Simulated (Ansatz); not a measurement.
# TiO2: field gradients at two levels of theory

Cell: an entry of the Crystallography Open Database (COD), its atoms then relaxed with PBE in this cell.

```
Ti O
1.0
     4.51500    0.00000    0.00000
     0.00000    5.49700    0.00000
     0.00000    0.00000    4.93900
Ti O
4 8
Direct
  0.00000 0.17453 0.25000
  0.50000 0.32547 0.75000
  0.00000 0.82547 0.75000
  0.50000 0.67453 0.25000
  0.27040 0.38191 0.41969
  0.22960 0.11809 0.91969
  0.77040 0.11809 0.58031
  0.72960 0.38191 0.08031
  0.72960 0.61809 0.58031
  0.77040 0.88191 0.08031
  0.22960 0.88191 0.41969
  0.27040 0.61809 0.91969
```

Atom numbers follow the list; atoms alike are taken as one site, whose name carries the number of the first.

First run. Level of theory: DFT, PBE, plane waves and PAW, scalar-relativistic, 420 eV cutoff, Γ-centred 5×5×5 k-points, Fermi–Dirac smearing 0.02 eV (Ansatz 0.2.0).

```csv
site,atom,V_zz (10²¹ V/m²),η
Ti,1,2.68,0.68
O,5,-2.73,0.49
```

Second run. The same atoms and settings, except that the functional is r2SCAN and the cutoff is 500 eV.

Question: What does the second run give?

Answer: 

```tsv
site	atom	V_zz	η	change of V_zz
Ti	1	2.63	0.67	-0.05
O	5	-2.98	0.48	-0.25
```

The largest change of V_zz is on O, from -2.73 to -2.98. In per cent, |V_zz| changes by -2 on Ti, +9 on O (all sites that start above 0.5).

For the first run: At this cell the PBE pressure is 5 GPa, so with PBE the cell would grow if it were relaxed.
